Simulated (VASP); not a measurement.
Set up this calculation in VASP 6.6.1, as the native input.

```yaml
Task: single point
Functional: PBEsol
Potentials_or_basis: VASP PAW PBE potentials, release 64 (W_sv)
Cutoff: 520 eV
k_mesh: 18 × 18 × 10
Occupations: gaussian, width 0.1 eV
Spin: no spin polarisation
Dipole_correction: no
Further_INCAR_settings: ALGO = Fast; EDIFF = 1e-07; NBANDS = 21
```

The structure of W lies in POSCAR:

```
W
1.0
    2.7515287785      0.0000000000      0.0000000000
   -1.3757643892      2.3828938214      0.0000000000
    0.0000000000      0.0000000000      4.8949153584
W
2
Direct
    0.3333333333      0.6666666667      0.2500000000
    0.6666666667      0.3333333333      0.7500000000
```

This isn't the form of W at room conditions, which is bcc.

These files were run (other wordings do the same):

INCAR

```
PREC = Accurate
ENCUT = 520
EDIFF = 1E-7
ISMEAR = 0
SIGMA = 0.1
LREAL = False
LASPH = True
NELM = 100
ALGO = Fast
ISIF = 2
LWAVE = False
LCHARG = False
GGA = PS
NBANDS = 21
```

KPOINTS

```
regular mesh
0
Gamma
  18 18 10
```

Potentials or basis: VASP PAW PBE potentials, release 64 (W_sv).

Launch:

```bash
$ cat potpaw_PBE.64/W_sv/POTCAR > POTCAR
$ mpirun -np 1 vasp_std > vasp.out
```

Results of the run:

The pressure is 0.7 GPa. The band gap on the k mesh is none (metal or under the smearing width).

Caveat: the PAW data sets were made with another functional, which shifts forces and pressure a little.

Run time: 62 s on 1 thread of Intel(R) Xeon(R) Platinum 8559C (Emerald Rapids), with other jobs on the host, peak memory 0.22 GiB.
